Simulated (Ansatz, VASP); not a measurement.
**One calculation of CdS, two programs**

File INCAR:

```
SYSTEM = CdS
PREC = Accurate
ENCUT = 520
EDIFF = 1E-6
ISMEAR = -1
SIGMA = 0.02
LREAL = .False.
LASPH = .True.
NELM = 60
ALGO = Normal
ISIF = 2
LWAVE = .False.
LCHARG = .False.
GGA = PE
NBANDS = 16
```

The input KPOINTS:

```
regular mesh
0
Gamma
  8 8 8
  0 0 0
```

The input POSCAR:

```
CdS
1.0
    0.0000000000      2.9392148365      2.9392148365
    2.8804305398      0.0000000000      2.9392148365
    2.8804305398      2.9392148365      0.0000000000
Cd S
1 1
Direct
    0.0000000000      0.0000000000      0.0000000000
    0.2500000000      0.2500000000      0.2500000000
```

Input for Ansatz:

```yaml
crystal:
  lattice:
    - [0.0, 2.9392148365, 2.9392148365]
    - [2.8804305398, 0.0, 2.9392148365]
    - [2.8804305398, 2.9392148365, 0.0]
  atoms:
    - { symbol: Cd, position: [0.0, 0.0, 0.0] }
    - { symbol: S, position: [0.25, 0.25, 0.25] }
kpoints:
  mp_grid: { grid: [8, 8, 8] }
  band_path:
    path:
      - [0.0, 0.0, 0.0]
      - [-0.5, -0.5, 0.0]
      - [-0.375, -0.375, 0.25]
      - [-0.375, 0.0, 0.375]
      - [0.0, 0.0, 0.5]
      - [-0.5, -0.25, 0.25]
    npoints: 1
hamiltonian:
  xc: pbe
scf:
  occupations: { method: fermi_dirac, width: 0.02 }
  n_extra_bands: 4
output:
  forces: true
  stress: true
  eigenvalues: true
```

Change from the starting cell: uniaxial_x strain -2.0%.

Alike in both runs: task single point; functional PBE; k mesh 8 × 8 × 8; occupations fermi-dirac, width 0.02 eV; no spin polarisation.

|  | VASP | Ansatz |
| --- | --- | --- |
| version | VASP 6.6.1 | Ansatz 0.2.0 |
| potentials or method | VASP PAW PBE potentials, release 64 (Cd, S) | plane waves, PAW |
| plane-wave cutoff (eV) | 520 | 420 |
| valence electrons in the cell | 18 | 26 |

Ansatz gave:

```
gap on the k mesh at the Fermi level (eV)       : 1.10
pressure (GPa)                                  : 2.6
largest component of the traceless stress (GPa) : 0.22
```

Question: Which values does VASP return?

Answer: gap on the k mesh at the Fermi level (eV): 1.10; pressure (GPa): 3.0; largest component of the traceless stress (GPa): 0.21.

The two sets of potentials don't hold the same shells in valence.
